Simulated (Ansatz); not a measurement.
**All-electron card of Re**

```
CELL_PARAMETERS angstrom
-1.55703 1.55703 1.55703
1.55703 -1.55703 1.55703
1.55703 1.55703 -1.55703
ATOMIC_POSITIONS crystal
Re 0.00000 0.00000 0.00000
```

The structure comes from a relaxation in the same program, started in the bcc type, and has space group Im-3m. Whether it is a known phase or the ground state wasn't checked.

Spin polarisation is left out, and whether a magnetic state lies lower isn't shown here.

Spin–orbit coupling is left out, though it moves levels of the heavy atoms by tenths of an eV or more.

The calculation used DFT, PBE, all-electron LAPW, scalar-relativistic in Ansatz 0.2.0.

Sampling and basis: a Γ-centred 15×15×15 k mesh, Fermi–Dirac smearing of 0.05 eV, basis error target 0.25 meV/atom, no spin polarisation.

- Volume per atom: 15.10 Å³
- Pressure at this cell: 0.09 GPa

(1) Predict this quantity. Band gap.

(2) Give the computed value. Density of states at the Fermi level (0.2 eV bin).

## Answers

(1) none: with an odd electron count and no spin polarisation the bands can't all be full, a metal in this set-up (spin order or a larger cell could open a gap).

(2) 1.17 states/eV per cell.
